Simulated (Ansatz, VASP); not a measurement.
**Si24O47 (V_O) in two plane-wave programs**

Wanted: the spread between two codes on one cell, functional and k mesh. The cell is taken from a series of runs on this material, whose earlier steps may have relaxed, scaled, displaced or heated it; both programs get it as it stands.

Program: Ansatz 0.2.0. Level of theory: plane waves, with VASP 6.6.1 beside it; single point at HSE06 form with 40 % exact exchange with an exact-exchange share of 0.4. Results are calculated unless marked as measured.

## (1) The structure

The cell holds 71 atoms: 24 Si and 47 O. Its edges and angles: a = 9.897 Å, b = 9.897 Å, c = 10.883 Å, α = 90.0°, β = 90.0°, γ = 120.0°. It derives from SiO2 (SiO2 (P3_121)). Nearest the centre at fractional (0.294, 0.427, 0.559): Si12 at 1.24 Å, Si4 at 1.41 Å, O45 at 2.14 Å, O30 at 2.41 Å, O46 at 2.45 Å, O25 at 2.46 Å, O32 at 2.55 Å, O33 at 2.70 Å.

As a file:

```xyz
71
Lattice="9.8968 0.0000 0.0000 -4.9484 8.5709 0.0000 0.0000 0.0000 10.8826" Properties=species:S:1:pos:R:3 pbc="T T T"
Si    1.3087    2.2348   10.8798
Si    8.6887    2.0547    3.6629
Si   -2.6047    8.5486    1.8235
Si    1.2348    2.4022    5.6262
Si   -1.1670    2.0274    9.0434
Si   -2.5653    8.5079    7.2897
Si   -1.1371    6.5391   10.8731
Si    6.2656    6.2811    3.6308
Si   -0.1104    4.2878    1.8200
Si   -1.0750    6.4542    5.3821
Si    6.2301    6.3212    9.1049
Si    0.1256    4.0241    7.0718
Si    6.2776    2.3467   10.8643
Si    3.6256    2.1072    3.6839
Si    7.3368    0.0626    1.7811
Si    6.1557    2.2757    5.4649
Si    3.7954    2.0079    9.0708
Si    2.3197    8.5703    7.2540
Si    3.7647    6.5666    0.0023
Si    1.3406    6.3746    3.5683
Si    4.7581    4.3066    1.8237
Si    3.7996    6.5944    5.4434
Si    1.3498    6.2071    8.9772
Si    4.7679    4.3110    7.2795
O     0.1675    1.9020    4.4918
O     0.8298    3.6247    0.6764
O    -1.0573    3.1630    2.4898
O     1.3786    1.0672    1.1163
O     3.1162    0.6961    3.0600
O     2.6062    2.7435    4.7916
O     0.2756    1.7579    9.7263
O    -0.9838    3.0731    7.8144
O     1.5293    1.1080    6.5764
O     3.3300    0.5915    8.4373
O     2.7680    2.4892   10.2279
O    -2.1663    6.0191    4.2634
O    -1.5700    7.9356    0.7155
O    -3.5385    7.3731    2.4341
O    -1.0662    5.4040    1.1462
O     0.8242    4.9589    2.9680
O     0.2934    6.9442    4.6662
O    -2.2001    6.0830    9.7376
O    -1.6220    7.7008    6.2515
O    -3.6127    7.4679    7.9596
O    -0.7452    5.1404    6.2692
O     0.9758    4.7976    8.2471
O     0.2949    6.6686   10.1259
O     5.0387    1.7897    4.4019
O     5.7018    3.7119    0.6400
O     3.8078    3.1577    2.4582
O     6.4167    1.2437    1.1657
O     8.2900    0.6399    2.9664
O     7.5451    2.5327    4.6946
O     5.2626    1.7991    9.7216
O     5.7315    3.6845    6.1399
O     3.8270    3.1461    7.9069
O     6.3101    1.1375    6.6127
O     8.1546    0.6272    8.4609
O     7.7140    2.6344   10.1623
O     2.7778    6.1208    4.2724
O     3.2778    7.9954    0.5881
O     1.4339    7.4720    2.3819
O     3.8096    5.4668    1.1990
O     5.6981    4.8970    3.0081
O     5.2719    6.8132    4.8029
O     2.7947    6.0330    9.6964
O     3.3077    7.9936    6.0978
O     1.4038    7.3706    7.8438
O     3.8308    5.4510    6.6034
O     5.6977    4.9377    8.4515
O     5.2464    6.8056   10.2901
```

## (2) VASP: single point, HSE06 form with 40 % exact exchange with an exact-exchange share of 0.4

With cell and atoms fixed, the geometry can't cause a difference; cores, projectors, grids and the points listed under the comparison can.

Lines of VASP's logs that name or quote its potential files are left out, and so is its time.

The run reads the wave functions of an earlier VASP run, which isn't shown here.

The input, INCAR:

```
SYSTEM = Si24O47
PREC = Accurate
ENCUT = 520
EDIFF = 1E-06
NELM = 100
ISMEAR = 0
SIGMA = 0.01
LREAL = Auto
ALGO = Normal
LHFCALC = .TRUE.
AEXX = 0.4
GGA = PE
HFSCREEN = 0.208
LASPH = .TRUE.
NBANDS = 238
PRECFOCK = Fast
LORBIT = 11
LWAVE = .FALSE.
LCHARG = .FALSE.
ISIF = 2
ISYM = 0
```

The input, POSCAR:

```
Si24O47
1.0
    9.8968274618      0.0000000000      0.0000000000
   -4.9484137309      8.5709039988      0.0000000000
    0.0000000000      0.0000000000     10.8826433342
Si O
24 47
Direct
    0.2626000000      0.2607400000      0.9997400000
    0.9977900000      0.2397300000      0.3365800000
    0.2355100000      0.9974000000      0.1675600000
    0.2649000000      0.2802700000      0.5169900000
    0.0003500000      0.2365400000      0.8309900000
    0.2371200000      0.9926500000      0.6698500000
    0.2665700000      0.7629400000      0.9991200000
    0.9995100000      0.7328400000      0.3336300000
    0.2389800000      0.5002700000      0.1672400000
    0.2679000000      0.7530400000      0.4945600000
    0.9982600000      0.7375200000      0.8366400000
    0.2474500000      0.4695100000      0.6498200000
    0.7712000000      0.2738000000      0.9983100000
    0.4892700000      0.2458600000      0.3385100000
    0.7449800000      0.0073000000      0.1636600000
    0.7547400000      0.2655100000      0.5021700000
    0.5006300000      0.2342700000      0.8335100000
    0.7343500000      0.9999300000      0.6665700000
    0.7634700000      0.7661500000      0.0002100000
    0.5073300000      0.7437500000      0.3278900000
    0.7320100000      0.5024700000      0.1675800000
    0.7686200000      0.7693900000      0.5001900000
    0.4984900000      0.7242100000      0.8249100000
    0.7332500000      0.5029800000      0.6689100000
    0.1278800000      0.2219100000      0.4127500000
    0.2953000000      0.4229100000      0.0621500000
    0.0776900000      0.3690400000      0.2287900000
    0.2015500000      0.1245100000      0.1025800000
    0.3554800000      0.0812200000      0.2811800000
    0.4233900000      0.3201000000      0.4403000000
    0.1304000000      0.2051000000      0.8937400000
    0.0798700000      0.3585500000      0.7180600000
    0.2191600000      0.1292700000      0.6043000000
    0.3709800000      0.0690100000      0.7753000000
    0.4249000000      0.2904300000      0.9398400000
    0.1322500000      0.7022700000      0.3917600000
    0.3043000000      0.9258800000      0.0657500000
    0.0725900000      0.8602500000      0.2236700000
    0.2075200000      0.6305100000      0.1053200000
    0.3725600000      0.5785700000      0.2727300000
    0.4347500000      0.8102100000      0.4287700000
    0.1325600000      0.7097300000      0.8947800000
    0.2853500000      0.8984800000      0.5744500000
    0.0706200000      0.8713100000      0.7314000000
    0.2245800000      0.5997500000      0.5760700000
    0.3784800000      0.5597600000      0.7578200000
    0.4188200000      0.7780500000      0.9304600000
    0.6135300000      0.2088100000      0.4044900000
    0.7926600000      0.4330800000      0.0588100000
    0.5689600000      0.3684200000      0.2258800000
    0.7209100000      0.1451100000      0.1071200000
    0.8749700000      0.0746600000      0.2725800000
    0.9101300000      0.2955000000      0.4313800000
    0.6367000000      0.2099100000      0.8933100000
    0.7940700000      0.4298800000      0.5641900000
    0.5702200000      0.3670700000      0.7265600000
    0.7039500000      0.1327200000      0.6076400000
    0.8605500000      0.0731800000      0.7774700000
    0.9331200000      0.3073600000      0.9338100000
    0.6377500000      0.7141400000      0.3925900000
    0.7976200000      0.9328500000      0.0540400000
    0.5807800000      0.8717900000      0.2188700000
    0.7038500000      0.6378300000      0.1101800000
    0.8614300000      0.5713500000      0.2764100000
    0.9301500000      0.7949200000      0.4413400000
    0.6343300000      0.7038900000      0.8910000000
    0.8005400000      0.9326400000      0.5603200000
    0.5718200000      0.8599600000      0.7207600000
    0.7050700000      0.6359900000      0.6067800000
    0.8637600000      0.5761000000      0.7766000000
    0.9271300000      0.7940400000      0.9455500000
```

The input, KPOINTS:

```
Automatic mesh
0
Gamma
1 1 1
0.25 0.25 0.25
```

PAW data sets: Si and O (PBE family, release 64).

The run is started by

```
$ export OMP_NUM_THREADS=3
$ mpirun -np 1 vasp_std
```

Numbers of over 12 decimals in the logs are rounded to 6 here.

What it wrote:

```text
[banner, memory and clock lines left out]
running    1 mpi-ranks, on    1 nodes
[...]
Offloading initialized ...    1 GPUs detected
[...]
LDA part: xc-table for (Slater+PW92), standard interpolation
|                                                                             |
|           W    W    AA    RRRRR   N    N  II  N    N   GGGG   !!!           |
|           W    W   A  A   R    R  NN   N  II  NN   N  G    G  !!!           |
|           W    W  A    A  R    R  N N  N  II  N N  N  G       !!!           |
|           W WW W  AAAAAA  RRRRR   N  N N  II  N  N N  G  GGG   !            |
|           WW  WW  A    A  R   R   N   NN  II  N   NN  G    G                |
|           W    W  A    A  R    R  N    N  II  N    N   GGGG   !!!           |
|                                                                             |
|     Your generating k-point grid is not commensurate with the symmetry      |
|     of the lattice. This can cause slow convergence with respect to         |
|     k-points for HF-type calculations.                                      |
[...]
|      ) and/or shift your grid to Gamma (G) (e.g. required for               |
|        hexagonal, fcc, and fcc-orthorhombic lattices).                      |
|      ) and/or set KBLOWUP = .FALSE.                                         |
|                                                                             |

 found WAVECAR, reading the header
 POSCAR, INCAR and KPOINTS ok, starting setup
[...]
reading WAVECAR
 the WAVECAR file was read successfully
 initial charge from wavefunction
 entering main loop
       N       E                     dE             d eps       ncg     rms          rms(c)
DAV:   1    -0.765044889521E+03   -0.76504E+03   -0.27938E+01  3210   0.139E+01    0.253E+01
DAV:   2    -0.765428259146E+03   -0.38337E+00   -0.13572E+00  3312   0.235E+00    0.194E+01
DAV:   3    -0.765322302902E+03    0.10596E+00   -0.82722E-02  3240   0.610E-01    0.118E+01
DAV:   4    -0.765293595723E+03    0.28707E-01   -0.52763E-02  3184   0.427E-01    0.674E+00
[...]
DAV:  10    -0.765283263509E+03    0.16197E-04   -0.18406E-05  3248   0.108E-02    0.217E-01
DAV:  11    -0.765283261473E+03    0.20361E-05   -0.59687E-06  3090   0.719E-03    0.122E-01
DAV:  12    -0.765283262335E+03   -0.86235E-06   -0.20215E-06  2096   0.489E-03
   1 F= -.76528326E+03 E0= -.76528326E+03  d E =-.373212E-26
```

OUTCAR, selected parts (step 2):

```text
 POSITION                                       TOTAL-FORCE (eV/Angst)
 -----------------------------------------------------------------------------------
      1.30866      2.23478     10.87981         0.014880      0.009541      0.006570
      8.68867      2.05470      3.66288         0.029384      0.000549      0.041766
     -2.60475      8.54862      1.82350        -0.097967      0.014624      0.042733
      1.23478      2.40217      5.62622         0.139406     -0.492238     -0.290363
     -1.16703      2.02736      9.04337         0.029621     -0.005296     -0.028823
     -2.56531      8.50791      7.28974        -0.035911      0.002161     -0.046178
     -1.13715      6.53909     10.87307         0.035872     -0.038917     -0.024142
      6.26558      6.28110      3.63078         0.034073     -0.043673     -0.003640
     -0.11040      4.28777      1.82001        -0.065584     -0.014371     -0.012280
     -1.07499      6.45423      5.38212         0.005167      0.016928      0.026540
      6.23005      6.32121      9.10485         0.018181     -0.019472      0.038122
      0.12564      4.02413      7.07176        -0.435645      0.260143      0.311554
      6.27756      2.34671     10.86425         0.006645      0.035026      0.005731
      3.62560      2.10724      3.68388         0.060042     -0.055501     -0.023557
[...]
-----------------------------------------------------------------------------------
    total drift:                               -0.001731      0.002761     -0.037998

  FREE ENERGIE OF THE ION-ELECTRON SYSTEM (eV)
  ---------------------------------------------------
  free  energy   TOTEN  =      -765.2832623350 eV

  energy  without entropy=     -765.2832623350  energy(sigma->0) =     -765.28326233

[... 2 further parts left out ...]
[key lines of the parts left out:]
E-fermi :  -0.1969
```

The run ends at a pressure of -6.09 GPa, with forces up to 0.60 eV/Å.

[end of part 1 of 2]

[Lines on the potential files, build, host, timing and source positions are cut from VASP's logs without a mark.]

[Logs are printed without paths, hosts, clocks, repeated set-up lines and the standing remarks that a program may print on its own settings, such as how far it seeks lower states.]

[Hosts, paths, dates, database ids (printed as entryN), source tags and the programs' standing remarks are cut or masked in the printed files.]
